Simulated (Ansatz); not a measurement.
A run of Ansatz 0.2.0 is set up as follows.

input.yaml

```yaml
crystal:
  lattice:
    - [0.0, 2.5663, 2.5663]
    - [2.5663, 0.0, 2.5663]
    - [2.5663, 2.5663, 0.0]
  atoms:
    - { symbol: Sr, position: [0.5, 0.5, 0.5] }
    - { symbol: O, position: [0.0, 0.0, 0.0] }
kpoints:
  mp_grid: { grid: [9, 9, 9] }
scf:
  occupations: { method: fermi_dirac, width: 0.05 }
hamiltonian:
  xc: pbe
  pseudopotentials: { kind: all_electron, lapw: { basis_error: 0.001 } }
output:
  forces: true
  stress: true
relax:
  f_tol: 0.02
  max_steps: 60
  cell: { p_target: 2.0 }
```

Potentials or basis: all-electron LAPW, scalar-relativistic.

Run with:

```bash
$ ansatz run input.yaml --threads 1 --pin off --max-ram 3072MiB --backend cpu --events-out ev --progress --plain --runs-dir out
```

(1) Estimate the relaxed volume.

(2) Predict the band gap on the k mesh.

(3) Estimate the relaxed cell.

(4) What does it give for the space group after relaxing (to 0.05 Å)?

Answers

(1) 17.14 Å³/atom.

(2) 3.37 eV.

(3) a = 3.646 Å, b = 3.646 Å, c = 3.646 Å, α = 60.00°, β = 60.00°, γ = 60.00°.

(4) Fm-3m (No. 225).

Caveat: an odd mesh through Γ misses points on the zone boundary, where band edges often lie.
